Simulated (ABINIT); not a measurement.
The system is CdTe.

```xyz
2
Lattice="0.0000 3.2050 3.2050 3.2050 0.0000 3.2050 3.2050 3.2050 0.0000" Properties=species:S:1:pos:R:3 pbc="T T T"
Te    4.8075    4.8075    4.8075
Cd    0.0000    0.0000    0.0000
```

Base run:

* Program: ABINIT 10.8.3 (patched build)
* Functional: revPBE
* Potentials or basis: JTH PAW PBE v2.0
* Cutoff: 463 eV
* k mesh: 7 × 7 × 7
* Occupations: fermi-dirac, width 0.05 eV
* Spin: no spin polarisation

Its results: band gap on the k mesh 0.99 eV, direct.

Problem. After a change of settings the same cell gave: band gap on the k mesh 0.75 eV, direct. Which change was it?
A. functional from revPBE to HCTH407
B. functional from revPBE to PBEsol; k mesh from 7 × 7 × 7 to 4 × 4 × 4
C. functional from revPBE to OLYP
D. functional from revPBE to RPBE

Solution. B.

Caveats: some runs use coarse meshes; spin-orbit coupling is left out, which moves the levels of the heavy elements.
